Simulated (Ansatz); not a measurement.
# NbAs (rocksalt structure)

The computed numbers are results of PBE, scalar-relativistic (no spin polarisation) in the plane-wave PAW code Ansatz at 420 eV, Γ-centred 12×12×12 mesh, 0.05 eV Gaussian smearing; PAW files: Ansatz's generated set soft_2.

```yaml
crystal:
  lattice:
    - [0.00000, 2.63777, 2.63777]
    - [2.63777, 0.00000, 2.63777]
    - [2.63777, 2.63777, 0.00000]
  atoms:
    - { symbol: Nb, position: [0.50000, 0.50000, 0.50000] }
    - { symbol: As, position: [0.00000, 0.00000, 0.00000] }
```

This is a trial structure; measured cells of the compound in the Crystallography Open Database are in space group I41md.

Cell and atoms are those of this level's equilibrium.

The cell has space group Fm-3m (read at 0.01 Å). In it the stress is -0.14, -0.14, -0.14, 0.00, 0.00, 0.00 GPa and the largest force component 0.000 eV/Å. Each change below starts from this cell, without further relaxation. Stress is in GPa, positive in compression, in the order xx, yy, zz, yz, xz, xy; energies are counted from the cell above and are free energies with the smearing's entropy, which match forces and stress in a metal.

**Question.** What happens when atom 1 (Nb) is moved by 0.08 Å along y?

**Answer.** The energy changes by 21.0 meV per cell, and the force on it along the shift is -0.529 eV/Å (−F/u = 6.62 eV/Å²). Stress: -0.27, 1.40, -0.27, 0.00, 0.00, 0.00.
```
atom  Fx (eV/Å)      Fy     Fz
 Nb1      0.000  -0.529  0.000
 As2      0.000   0.529  0.000
```
In a harmonic crystal the energy would rise by −½F·u = ½ × 6.62 × 0.08² eV = 21.2 meV, which matches.

**Question.** What happens when atom 2 (As) is moved by 0.02 Å along x?

**Answer.** The energy changes by 1.3 meV per cell, and the force on it along the shift is -0.130 eV/Å (−F/u = 6.52 eV/Å²). Stress: -0.04, -0.15, -0.15, 0.00, 0.00, 0.00.
```tsv
atom	Fx (eV/Å)	Fy	Fz
Nb1	0.130	0.000	0.000
As2	-0.130	0.000	0.000
```
In a harmonic crystal the energy would rise by −½F·u = ½ × 6.52 × 0.02² eV = 1.3 meV, which matches.

**Question.** What stress follows from an engineering strain of 1 % in xz, atoms carried along?

**Answer.** -0.16, -0.09, -0.16, 0.00, -0.09, 0.00 GPa; the energy changes by 0.1 meV per cell.
The change of the stress over the strain gives a clamped-atom stiffness of about 8.5 GPa for this component.

**Question.** What stress follows from an engineering strain of -2 % in xz, atoms carried along?

**Answer.** -0.21, 0.00, -0.21, 0.00, 0.22, 0.00 GPa; the energy changes by 0.4 meV per cell.
The change of the stress over the strain gives a clamped-atom stiffness of about 11.1 GPa for this component.

**Question.** All atoms and the cell are disturbed at random:
```xyz
2
Lattice="-0.0042 2.6156 2.6263 2.6554 -0.0053 2.6275 2.6615 2.6229 -0.0114" Properties=species:S:1:pos:R:3 pbc="T T T"
Nb    2.6485    2.6193    2.6195
As    0.0079   -0.0028    0.0017
```
Give the energy change, the stress and the forces.

**Answer.** 4.6 meV per cell; stress -2.51, 1.56, 0.51, -0.01, 0.07, -0.01 GPa.
```
atom  Fx (eV/Å)      Fy      Fz
 Nb1      0.085  -0.041   0.024
 As2     -0.085   0.041  -0.024
```

**Question.** All atoms and the cell are disturbed at random:
```
CELL_PARAMETERS angstrom
-0.01444 2.63421 2.60682
2.64249 -0.00331 2.59569
2.63468 2.61527 0.00450
ATOMIC_POSITIONS crystal
Nb 0.49359 0.50470 0.48904
As 0.00641 0.99530 0.01096
```
Give the energy change, the stress and the forces.

**Answer.** 42.1 meV per cell; stress -0.26, 4.11, 5.10, -0.09, 0.00, 0.03 GPa.
| atom | Fx (eV/Å) | Fy | Fz |
| --- | --- | --- | --- |
| Nb1 | 0.188 | 0.648 | 0.079 |
| As2 | -0.188 | -0.648 | -0.079 |
